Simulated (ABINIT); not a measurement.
A run of ABINIT 10.8.3 (patched build) is set up as follows.

The input run.abi:

```
# Datasets
ndtset 3

# Pseudopotentials
pp_dirpath "./"
pseudos "Ta.upf, N.upf"

# Structure
acell 3*1.0 Angstrom
rprim
     0.0000000000     2.1872911900     2.1872911900
     2.1872911900     0.0000000000     2.1872911900
     2.1872911900     2.1872911900     0.0000000000
ntypat 2
znucl 73 7
natom 2
typat 1 2
chkprim 0
chksymtnons 0
tolsym 1.0e-6
xred
            1/2            1/2            1/2
            0.0            0.0            0.0

# Plane-wave basis
ecut 42.0
ecutsm 0.5

# k points
ngkpt 6 6 6
nshiftk 4
shiftk
     0.5000000000     0.5000000000     0.5000000000
     0.5000000000     0.0000000000     0.0000000000
     0.0000000000     0.5000000000     0.0000000000
     0.0000000000     0.0000000000     0.5000000000
istwfk *1

# Exchange and correlation
ixc -116133

# Bands and occupations
occopt 3
tsmear 0.00183747

# SCF cycle
nstep 80

# Output
iomode 3
prteig 0
prtebands 0

# Dataset 1: ground state
nband1 13
tolvrs1 1.0e-12
prtden1 1
prtwf1 0
kptopt1 1

# Dataset 2: empty bands at fixed density
iscf2 -3
getden2 1
nband2 25
nbdbuf2 4
tolwfr2 1.0e-12
nstep2 120
prtden2 0
kptopt2 1

# Dataset 3: wave functions and velocity matrix elements in the full zone
optdriver3 8
wfk_task3 "wfk_optics_fullbz"
getwfk3 2
nband3 21
kptopt3 1
prtevk3 1
inclvkb3 2
```

optic.abi

```
&FILES
 ddkfile_1 = 'runo_DS3_1_EVK.nc',
 ddkfile_2 = 'runo_DS3_2_EVK.nc',
 ddkfile_3 = 'runo_DS3_3_EVK.nc',
 wfkfile = 'runo_DS3_WFK.nc'
/
&PARAMETERS
 broadening = 0.007350,
 domega = 0.002,
 maxomega = 0.8,
 scissor = 0.000000,
 tolerance = 0.002
/
&COMPUTATIONS
 num_lin_comp = 1,
 lin_comp = 11,
 num_nonlin_comp = 0
/
```

Potentials or basis: PseudoDojo NC SR PBEsol v0.4.1 standard.

Run with:

```console
$ abinit run.abi > log 2>&1
$ optic optic.abi > optic.log 2>&1
```

Question: Estimate the pressure.

Answer: -0.4 GPa.

Dielectric function (mean over the directions given):
| energy (eV) | real part | imaginary part |
| --- | --- | --- |
| 0.33 | -13.84 | 169.24 |
| 1.31 | -7.18 | 6.97 |
| 2.29 | 0.41 | 4.89 |
| 3.37 | 3.91 | 1.52 |
| 4.35 | 5.34 | 2.72 |
| 5.44 | 6.04 | 5.25 |
| 6.42 | 6.07 | 6.46 |
| 7.51 | 3.79 | 6.69 |
| 8.49 | 2.09 | 7.98 |
| 9.58 | 0.88 | 6.98 |
| 10.56 | 1.16 | 5.74 |
| 11.65 | -1.40 | 6.51 |
| 12.63 | -2.56 | 2.73 |
| 13.71 | -1.40 | 2.49 |
| 14.69 | -0.93 | 1.84 |
| 15.78 | -0.24 | 0.97 |
| 16.76 | -0.23 | 1.68 |
| 17.85 | 0.13 | 1.46 |
| 18.83 | -0.04 | 0.97 |
| 19.92 | 0.62 | 1.10 |

Caveat: the intraband (Drude) term is left out; spectra need much finer meshes, so this one isn't converged; independent-particle spectra lack excitons. Spin-orbit coupling is left out, which matters for the levels of Ta.
